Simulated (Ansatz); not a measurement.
## Stability checks on a candidate for LiCl

It comes from a database structure that was distorted and then relaxed.

Theory: DFT PBE, scalar-relativistic, plane waves, PAW (Ansatz). The final run on the 2-atom cell used 420 eV, a Γ-centred 8×8×8 mesh, 0.02 eV smearing and no spin polarisation.

```cif
data_structure
_symmetry_space_group_name_H-M 'P 1'
_symmetry_Int_Tables_number 1
_cell_length_a 3.6426
_cell_length_b 3.6426
_cell_length_c 3.6426
_cell_angle_alpha 60.000
_cell_angle_beta 60.000
_cell_angle_gamma 60.000
_cell_volume 34.18
loop_
_atom_site_label
_atom_site_type_symbol
_atom_site_fract_x
_atom_site_fract_y
_atom_site_fract_z
_atom_site_occupancy
Li1 Li 0.00000 0.00000 0.00000 1
Cl1 Cl 0.50000 0.50000 0.50000 1
```

The zero of energy is the elements' standard structures at the same level (Cl₂ as a molecule); no fitted shifts are applied.

Question: These tests were run: energy against the elements; random kick, then relaxation without symmetry; phonons on a 4×4×4 q mesh; elastic tensor. What do they show?

Answer:

| test | result |
| --- | --- |
| energy against the elements | −1.852 eV/atom |
| random kick, then relaxation without symmetry | returns |
| phonons on a 4×4×4 q mesh | no imaginary mode on the mesh |
| elastic tensor | least eigenvalue 25 GPa |

It fails none of these tests. Competing phases weren't compared here.

The kick test ran on a coarse mesh. The run for the phonons used an 8×8×8 k mesh. The run for the elastic tensor used an 8×8×8 k mesh.
